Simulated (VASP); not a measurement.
# AgCl (Pm-3m) in VASP: notebook, part 2 of 2

VASP 6.6.1. The steps go on from the part before.

## Step 3: Single point, PBE (strained and moved within the space group)

Contents of INCAR:

```
SYSTEM = AgCl
  ALGO = Normal
  EDIFF = 1E-6
  ENCUT = 520
  GGA = PE
  ISIF = 2
  ISMEAR = 0
  LASPH = .True.
  LCHARG = .False.
  LREAL = .False.
  LWAVE = .False.
  NBANDS = 16
  NELM = 100
  PREC = Accurate
  SIGMA = 0.05
```

Contents of KPOINTS:

```
k-points
0
Gamma
  10 10 10
  0 0 0
```

Contents of POSCAR:

```
AgCl
1.0
    3.5059834138      0.0000000000      0.0000000000
    0.0000000000      3.5059834138      0.0000000000
    0.0000000000      0.0000000000      3.5059834138
Ag Cl
1 1
Direct
    0.0000000000      0.0000000000      0.0000000000
    0.5000000000      0.5000000000      0.5000000000
```

Potentials or basis: VASP PAW PBE potentials, release 64 (Ag, Cl).

Started as:

```sh
$ cat potpaw_PBE.64/Ag/POTCAR potpaw_PBE.64/Cl/POTCAR > POTCAR
$ mpirun -np 1 vasp_std > vasp.out
```

OUTCAR:

```text
SYSTEM = AgCl
   EDIFF = 1E-6
   ENCUT = 520
   GGA = PE
   ISIF = 2
   ISMEAR = 0
   LASPH = .True.
   LREAL = .False.
   NELM = 100
   PREC = Accurate

 ion  position               nearest neighbor table
   1  0.000  0.000  0.000-   2 3.04   2 3.04   2 3.04   2 3.04   2 3.04   2 3.04   2 3.04   2 3.04

   2  0.500  0.500  0.500-   1 3.04   1 3.04   1 3.04   1 3.04   1 3.04   1 3.04   1 3.04   1 3.04

  LATTYP: Found a simple cubic cell.
 ALAT       =     3.5059834138

  Lattice vectors:

 A1 = (   3.5059834138,   0.0000000000,   0.0000000000)
 A2 = (   0.0000000000,   3.5059834138,   0.0000000000)
 A3 = (   0.0000000000,   0.0000000000,   3.5059834138)

Analysis of symmetry for initial positions (statically):
=====================================================================
 Subroutine PRICEL returns:
 Original cell was already a primitive cell.

 Routine SETGRP: Setting up the symmetry group for a
 simple cubic supercell.

 Subroutine GETGRP returns: Found 48 space group operations
 (whereof 48 operations were pure point group operations)
 out of a pool of 48 trial point group operations.

The static configuration has the point symmetry O_h .

Analysis of symmetry for dynamics (positions and initial velocities):
=====================================================================
 Subroutine PRICEL returns:
 Original cell was already a primitive cell.

 Routine SETGRP: Setting up the symmetry group for a
 simple cubic supercell.

 Subroutine GETGRP returns: Found 48 space group operations
 (whereof 48 operations were pure point group operations)
 out of a pool of 48 trial point group operations.

The dynamic configuration has the point symmetry O_h .

 Subroutine INISYM returns: Found 48 space group operations
 (whereof 48 operations are pure point group operations),
 and found     1 'primitive' translations

----------------------------------------------------------------------------------------

                                     Primitive cell

  volume of cell :      43.0953

  direct lattice vectors                    reciprocal lattice vectors
     3.505983414  0.000000000  0.000000000     0.285226677  0.000000000  0.000000000
     0.000000000  3.505983414  0.000000000     0.000000000  0.285226677  0.000000000
     0.000000000  0.000000000  3.505983414     0.000000000  0.000000000  0.285226677

  length of vectors
     3.505983414  3.505983414  3.505983414     0.285226677  0.285226677  0.285226677

  position of ions in fractional coordinates (direct lattice)
     0.000000000  0.000000000  0.000000000
     0.500000000  0.500000000  0.500000000

  ion indices of the primitive-cell ions
   primitive index   ion index
                 1           1
                 2           2

----------------------------------------------------------------------------------------

 KPOINTS: k-points

Automatic generation of k-mesh.
 Grid dimensions read from file:
 generate k-points for:   10   10   10

 Generating k-lattice:

  Cartesian coordinates                     Fractional coordinates (reciprocal lattice)
     0.028522668  0.000000000  0.000000000     0.100000000  0.000000000  0.000000000
     0.000000000  0.028522668  0.000000000     0.000000000  0.100000000  0.000000000
     0.000000000  0.000000000  0.028522668     0.000000000  0.000000000  0.100000000

  Length of vectors
     0.028522668  0.028522668  0.028522668

  Shift w.r.t. Gamma in fractional coordinates (k-lattice)
     0.000000000  0.000000000  0.000000000

 Subroutine IBZKPT returns following result:
 ===========================================

 Found     56 irreducible k-points:

 Following reciprocal coordinates:
            Coordinates               Weight
  0.000000  0.000000  0.000000      1.000000
  0.100000  0.000000  0.000000      6.000000
  0.200000  0.000000  0.000000      6.000000
  0.300000  0.000000  0.000000      6.000000
  0.400000  0.000000  0.000000      6.000000
  0.500000  0.000000  0.000000      3.000000
[... 16 lines left out ...]
  0.200000  0.100000  0.100000     24.000000
  0.300000  0.100000  0.100000     24.000000
 [... further k-points ...]
   k-points           NKPTS =     56   k-points in BZ     NKDIM =     56   number of bands    NBANDS=     16
   number of dos      NEDOS =    301   number of ions     NIONS =      2
   total plane-waves  NPLWV =  21952
   dimension x,y,z NGX =    28 NGY =   28 NGZ =   28
   dimension x,y,z NGXF=    56 NGYF=   56 NGZF=   56
   ions per type =               1   1
   NGX,Y,Z   is equivalent  to a cutoff of  13.28, 13.28, 13.28 a.u.
   NGXF,Y,Z  is equivalent  to a cutoff of  26.55, 26.55, 26.55 a.u.
 SYSTEM =  AgCl
   PREC   = accura    normal or accurate (medium, high low for compatibility)
   ISTART =      0    job   : 0-new  1-cont  2-samecut
   ICHARG =      2    charge: 1-file 2-atom 10-const
   ISPIN  =      1    spin polarized calculation?
   LNONCOLLINEAR =      F non collinear calculations
   LSORBIT =      F    spin-orbit coupling
   LASPH  =      T    aspherical Exc in radial PAW
   ENCUT  =  520.0 eV  38.22 Ry    6.18 a.u.   6.52  6.52  6.52*2*pi/ulx,y,z
   NELM   =    100;   NELMIN=  2; NELMDL= -5     # of ELM steps
   EDIFF  = 0.1E-05   stopping-criterion for ELM
   LREAL  =      F    real-space projection
   EDIFFG = 0.1E-04   stopping-criterion for IOM
   NSW    =      0    number of steps for IOM
   IBRION =     -1    ionic relax: 0-MD 1-quasi-New 2-CG
   NFREE  =      0    steps in history (QN), initial steepest desc. (CG)
   ISIF   =      2    stress and relaxation
   ISYM   =      2    0-nonsym 1-usesym 2-fastsym
   POTIM  = 0.5000    time-step for ionic-motion
   TEBEG  =    0.0;   TEEND  =   0.0 temperature during run
   PSTRESS=    0.0 pullay stress
   NELECT =      18.0000    total number of electrons
   NUPDOWN=      -1.0000    fix difference up-down
   EMIN   =  10.00;   EMAX   =-10.00  energy-range for DOS
   EFERMI =   0.00;   METHOD = LEGACY
   ISMEAR =     0;   SIGMA  =   0.05  broadening in eV -4-tet -1-fermi 0-gaus
   EFERMI_NEDOS =   21; number of points for ismear=-14 and -15
   IALGO  =     38    algorithm
   IMIX   =      4    mixing-type and parameters
     AMIX     =   0.40;   BMIX     =  1.00
     AMIX_MAG =   1.60;   BMIX_MAG =  1.00
  volume/ion in A,a.u.               =      21.55       145.41
  Fermi-wavevector in a.u.,A,eV,Ry     =   1.223740  2.312533 20.375262  1.497539
  Thomas-Fermi vector in A             =   2.358840
   LORBIT       =      0    0 simple, 1 ext, 2 COOP (PROOUT), +10 PAW based schemes
   GGA     = PE    functional components
   LHFCALC =     F    Hartree Fock is set to
   AEXX    =    0.0000 exact exchange contribution
   IVDW    =     0    specifies the selected vdW correction
   LEPSILON=     F    determine dielectric tensor
   LRPA    =     F    only Hartree local field effects (RPA)
 non-spin polarized calculation
 Gauss-broadening in eV      SIGMA  =   0.05
  energy-cutoff  :      520.00
  volume of cell :       43.10
 maximum number of plane-waves:      1189
 NGX is ok and might be reduce to    28
   NGX = 13   NGY = 13   NGZ = 13

 number of electron      17.9999999 magnetization

 Free energy of the ion-electron system (eV)
  ---------------------------------------------------
  ext. energy  EPLUGINS =         0.00000000
  ---------------------------------------------------
  free energy    TOTEN  =        -5.09823226 eV

  energy without entropy =       -5.09823226  energy(sigma->0) =       -5.09823226

 E-fermi :   3.4340     XC(G=0): -10.0562

 val. band max:        3.1423908629   @ k =   0.5000   0.0000   0.0000
 cond. band min:       3.7092394575   @ k =   0.0000   0.0000   0.0000
 fundamental gap:      0.5668485946
 Fermi energy:         3.4339536007

 k-point     1 :       0.0000    0.0000    0.0000
  band No.  band energies     occupation
      1     -11.0618      2.00000
      2       0.6587      2.00000
      3       0.6587      2.00000
      4       1.4776      2.00000
      5       1.4776      2.00000
      6       1.4776      2.00000
[... 8 lines left out ...]
     15      16.3412      0.00000
     16      19.3829      0.00000
[... 419 lines left out ...]
 k-point    24 :       0.3000    0.1000    0.1000
  band No.  band energies     occupation
      1     -10.7603      2.00000
      2      -0.5604      2.00000
      3       0.5302      2.00000
      4       0.7730      2.00000
      5       0.8770      2.00000
      6       1.4038      2.00000
[... 8 lines left out ...]
     15      17.3414      0.00000
     16      18.7164      0.00000

 [... further k-points ...]

------------------------ aborting loop because EDIFF is reached ----------------------------------------

  FORCE on cell =-STRESS in cart. coord.  units (eV):
  Direction    XX          YY          ZZ          XY          YZ          ZX
  --------------------------------------------------------------------------------------
  -------------------------------------------------------------------------------------
  Total       -0.7224958     -0.7224958     -0.7224958     -0.0000000      0.0000000     -0.0000000
  in kB      -26.8606400    -26.8606400    -26.8606400     -0.0000000      0.0000000     -0.0000000
  external PRESSURE =     -26.8606400 kB  Pullay stress =       0.0000000 kB

 VOLUME and BASIS-vectors are now :
 -----------------------------------------------------------------------------
  energy-cutoff  :      520.00
  volume of cell :       43.10
      direct lattice vectors                 reciprocal lattice vectors
     3.505983414  0.000000000  0.000000000     0.285226677  0.000000000  0.000000000
     0.000000000  3.505983414  0.000000000     0.000000000  0.285226677  0.000000000
     0.000000000  0.000000000  3.505983414     0.000000000  0.000000000  0.285226677

 POSITION                                       TOTAL-FORCE (eV/Angst)
 -----------------------------------------------------------------------------------
      0.00000      0.00000      0.00000         0.000000      0.000000      0.000000
      1.75299      1.75299      1.75299         0.000000      0.000000      0.000000
 -----------------------------------------------------------------------------------
    total drift:                               -0.000000      0.000000      0.000000

  FREE ENERGIE OF THE ION-ELECTRON SYSTEM (eV)
  ---------------------------------------------------
  free  energy   TOTEN  =        -5.0982322614 eV

  energy  without entropy=       -5.0982322614  energy(sigma->0) =       -5.09823226
```

stdout:

```text
POSCAR found type information on POSCAR AgCl
 POSCAR found :  2 types and       2 ions
 scaLAPACK will be used
 LDA part: xc-table for (Slater+PW92), standard interpolation
 POSCAR, INCAR and KPOINTS ok, starting setup
 FFT: planning ... GRIDC
 FFT: planning ... GRID_SOFT
 FFT: planning ... GRID
 WAVECAR not read
 entering main loop
```

It took 19 s on 1 thread of Intel Xeon Platinum 8488C (Sapphire Rapids), shared host; peak memory 0.17 GiB.

What came out:

```
Free energy            : -5.0982 eV
Pressure               : -2.7 GPa
Band gap on the k mesh : 0.57 eV, indirect (least direct gap 1.88 eV)
```

Levels at points of the mesh, in eV from the valence-band top:
```
           k point  band 6  band 7  band 8  band 9  band 10  band 11  band 12  band 13
(0.00, 0.00, 0.00)   -1.66   -1.31   -1.31   -1.31     0.57     9.50     9.50    13.20
(0.50, 0.00, 0.00)   -1.62   -1.34    0.00    0.00     4.90     5.23     9.63    10.02
(0.50, 0.50, 0.00)   -1.91   -1.91   -1.41   -0.75     2.84     8.69     8.69    10.55
(0.50, 0.50, 0.50)   -1.39   -0.18   -0.18   -0.18     4.99     4.99     4.99     6.45
```

## Step 4: Single point, PBE (strained and moved within the space group)

Contents of INCAR:

```
SYSTEM = AgCl
ALGO = Normal
EDIFF = 1E-6
ENCUT = 520
GGA = PE
ISIF = 2
ISMEAR = 0
LASPH = .TRUE.
LCHARG = .FALSE.
LREAL = .FALSE.
LWAVE = .FALSE.
NBANDS = 16
NELM = 80
PREC = Accurate
SIGMA = 0.05
```

Contents of KPOINTS:

```
k-points
0
G
  10 10 10
  0 0 0
```

Contents of POSCAR:

```
AgCl
1.0
    3.4689651849      0.0000000000      0.0000000000
    0.0000000000      3.4689651849      0.0000000000
    0.0000000000      0.0000000000      3.4689651849
Ag Cl
1 1
Direct
    0.0000000000      0.0000000000      0.0000000000
    0.5000000000      0.5000000000      0.5000000000
```

Started as:

```sh
$ cat potpaw_PBE.64/Ag/POTCAR potpaw_PBE.64/Cl/POTCAR > POTCAR
$ mpirun -np 1 vasp_std > vasp.out
```

Run time: 16 s. Hardware: 1 thread of Intel Xeon Platinum 8488C (Sapphire Rapids), shared host; peak memory 0.17 GiB.

Results (log left out):

* Free energy: -5.1157 eV
* Pressure: -1.5 GPa
* Band gap on the k mesh: 0.57 eV, indirect (least direct gap 1.97 eV)

Levels at points of the mesh, in eV from the valence-band top:
```tsv
k point	band 5	band 6	band 7	band 8	band 9	band 10	band 11	band 12	band 13	band 14
(0.00, 0.00, 0.00)	-1.72	-1.72	-1.41	-1.41	-1.41	0.57	9.47	9.47	13.43	13.43
(0.50, 0.00, 0.00)	-2.46	-1.67	-1.38	0.00	0.00	4.90	5.37	9.53	10.02	10.02
(0.50, 0.50, 0.00)	-2.02	-1.98	-1.98	-1.44	-0.81	2.83	8.81	8.81	10.59	13.68
(0.50, 0.50, 0.50)	-1.43	-1.43	-0.18	-0.18	-0.18	4.90	4.90	4.90	6.61	17.14
```

A k mesh can miss the band edges.

## Step 5: Single point, PBE (strained and moved within the space group)

Contents of INCAR:

```
SYSTEM = AgCl
ALGO = Fast ; EDIFF = 1E-7
ENCUT = 520 ; GGA = PE
ISIF = 2 ; ISMEAR = 0
LASPH = .TRUE. ; LCHARG = .FALSE.
LREAL = .FALSE. ; LWAVE = .FALSE.
NBANDS = 16 ; NELM = 80
PREC = Accurate ; SIGMA = 0.05
```

KPOINTS is that of step 4.

Contents of POSCAR:

```
AgCl
1.0
    3.4593844002      0.0000000000      0.0000000000
    0.0000000000      3.4593844002      0.0000000000
    0.0000000000      0.0000000000      3.4593844002
Ag Cl
1 1
Direct
    0.0000000000      0.0000000000      0.0000000000
    0.5000000000      0.5000000000      0.5000000000
```

Potentials or basis: VASP PAW PBE potentials, release 64 (Ag, Cl).

Started as:

```sh
$ cat potpaw_PBE.64/Ag/POTCAR potpaw_PBE.64/Cl/POTCAR > POTCAR
$ mpirun -np 1 vasp_std > vasp.out
```

OUTCAR:

```text
SYSTEM = AgCl
   EDIFF = 1E-7
   ENCUT = 520
   GGA = PE
   ISIF = 2
   ISMEAR = 0
   LASPH = .TRUE.
   LREAL = .FALSE.
   NELM = 80
   PREC = Accurate

 ion  position               nearest neighbor table
   1  0.000  0.000  0.000-   2 3.00   2 3.00   2 3.00   2 3.00   2 3.00   2 3.00   2 3.00   2 3.00

   2  0.500  0.500  0.500-   1 3.00   1 3.00   1 3.00   1 3.00   1 3.00   1 3.00   1 3.00   1 3.00

  LATTYP: Found a simple cubic cell.
 ALAT       =     3.4593844002

  Lattice vectors:

 A1 = (   3.4593844002,   0.0000000000,   0.0000000000)
 A2 = (   0.0000000000,   3.4593844002,   0.0000000000)
 A3 = (   0.0000000000,   0.0000000000,   3.4593844002)

Analysis of symmetry for initial positions (statically):
=====================================================================
 Subroutine PRICEL returns:
 Original cell was already a primitive cell.

 Routine SETGRP: Setting up the symmetry group for a
 simple cubic supercell.

 Subroutine GETGRP returns: Found 48 space group operations
 (whereof 48 operations were pure point group operations)
 out of a pool of 48 trial point group operations.

The static configuration has the point symmetry O_h .

Analysis of symmetry for dynamics (positions and initial velocities):
=====================================================================
 Subroutine PRICEL returns:
 Original cell was already a primitive cell.

 Routine SETGRP: Setting up the symmetry group for a
 simple cubic supercell.

 Subroutine GETGRP returns: Found 48 space group operations
 (whereof 48 operations were pure point group operations)
 out of a pool of 48 trial point group operations.

The dynamic configuration has the point symmetry O_h .

 Subroutine INISYM returns: Found 48 space group operations
 (whereof 48 operations are pure point group operations),
 and found     1 'primitive' translations

----------------------------------------------------------------------------------------

                                     Primitive cell

  volume of cell :      41.3996
[... 112 lines left out ...]
  Thomas-Fermi vector in A             =   2.374674
   LORBIT       =      0    0 simple, 1 ext, 2 COOP (PROOUT), +10 PAW based schemes
   GGA     = PE    functional components
   LHFCALC =     F    Hartree Fock is set to
   AEXX    =    0.0000 exact exchange contribution
   IVDW    =     0    specifies the selected vdW correction
   LEPSILON=     F    determine dielectric tensor
   LRPA    =     F    only Hartree local field effects (RPA)
 non-spin polarized calculation
 RMM-DIIS sequential band-by-band and
 Gauss-broadening in eV      SIGMA  =   0.05
  energy-cutoff  :      520.00
  volume of cell :       41.40
 maximum number of plane-waves:      1141
 NGX is ok and might be reduce to    28
   NGX = 13   NGY = 13   NGZ = 13

 number of electron      18.0000000 magnetization

 Free energy of the ion-electron system (eV)
  ---------------------------------------------------
  ext. energy  EPLUGINS =         0.00000000
  ---------------------------------------------------
  free energy    TOTEN  =        -5.11849795 eV

  energy without entropy =       -5.11849795  energy(sigma->0) =       -5.11849795

 E-fermi :   3.8414     XC(G=0): -10.2673

 val. band max:        3.6145127658   @ k =   0.5000   0.0000   0.0000
 cond. band min:       4.1844866088   @ k =   0.0000   0.0000   0.0000
 fundamental gap:      0.5699738431
 Fermi energy:         3.8413794833

 k-point     1 :       0.0000    0.0000    0.0000
  band No.  band energies     occupation
      1     -10.8207      2.00000
      2       0.9871      2.00000
      3       0.9871      2.00000
      4       1.8806      2.00000
      5       1.8806      2.00000
      6       1.8806      2.00000
[... 433 lines left out ...]
      3       0.8382      2.00000
      4       1.0961      2.00000
      5       1.2263      2.00000
      6       1.7988      2.00000
[... 8 lines left out ...]
     15      17.8906      0.00000
     16      19.3391      0.00000

 [... further k-points ...]

------------------------ aborting loop because EDIFF is reached ----------------------------------------

  FORCE on cell =-STRESS in cart. coord.  units (eV):
  Direction    XX          YY          ZZ          XY          YZ          ZX
  --------------------------------------------------------------------------------------
  -------------------------------------------------------------------------------------
  Total       -0.3138665     -0.3138665     -0.3138665      0.0000000      0.0000000     -0.0000000
  in kB      -12.1467197    -12.1467197    -12.1467197      0.0000000      0.0000000     -0.0000000
  external PRESSURE =     -12.1467197 kB  Pullay stress =       0.0000000 kB

 VOLUME and BASIS-vectors are now :
 -----------------------------------------------------------------------------
  energy-cutoff  :      520.00
  volume of cell :       41.40
      direct lattice vectors                 reciprocal lattice vectors
     3.459384400  0.000000000  0.000000000     0.289068772  0.000000000  0.000000000
     0.000000000  3.459384400  0.000000000     0.000000000  0.289068772  0.000000000
     0.000000000  0.000000000  3.459384400     0.000000000  0.000000000  0.289068772

 POSITION                                       TOTAL-FORCE (eV/Angst)
 -----------------------------------------------------------------------------------
      0.00000      0.00000      0.00000         0.000000      0.000000      0.000000
      1.72969      1.72969      1.72969         0.000000      0.000000      0.000000
 -----------------------------------------------------------------------------------
    total drift:                               -0.000000      0.000000      0.000000

  FREE ENERGIE OF THE ION-ELECTRON SYSTEM (eV)
  ---------------------------------------------------
  free  energy   TOTEN  =        -5.1184979535 eV

  energy  without entropy=       -5.1184979535  energy(sigma->0) =       -5.11849795
```

It took 20 s on 1 thread of Intel Xeon Platinum 8488C (Sapphire Rapids), shared host; peak memory 0.17 GiB.

What came out:

- Free energy: -5.1185 eV
- Pressure: -1.2 GPa
- Band gap on the k mesh: 0.57 eV, indirect (least direct gap 2.00 eV)
